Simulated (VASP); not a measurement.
Al, 20 atoms in the cell. The cell holds a slab with vacuum, 20 atoms: a = 8.100 Å, b = 5.728 Å, c = 18.728 Å, α = 90.00°, β = 90.00°, γ = 90.00°. The cell was built by a generator and needn't be a form met in nature.

* Program: VASP 6.6.1
* Task: single point
* Functional: PBE
* Potentials or basis: VASP PAW PBE potentials, release 64 (Al)
* Cutoff: 520 eV
* k mesh: 2 × 3 × 1
* Occupations: fermi-dirac, width 0.05 eV
* Spin: no spin polarisation
* Dipole correction: no
* Further INCAR settings: LREAL = Auto; ALGO = Fast; EDIFF = 1e-06; NBANDS = 46

Potentials or basis: VASP PAW PBE potentials, release 64 (Al).

Command:

```sh
$ cat potpaw_PBE.64/Al/POTCAR > POTCAR
$ mpirun -np 1 vasp_std > vasp.out
```

Hardware: 1 thread of AMD EPYC 7R13 Processor (Zen 3) (shared host).

How long does it take, and how much memory?

It took 11 min on 1 thread of AMD EPYC 7R13 Processor (Zen 3), on a shared host, peak memory 0.74 GiB. Counts: scf iterations 22, k points 4.
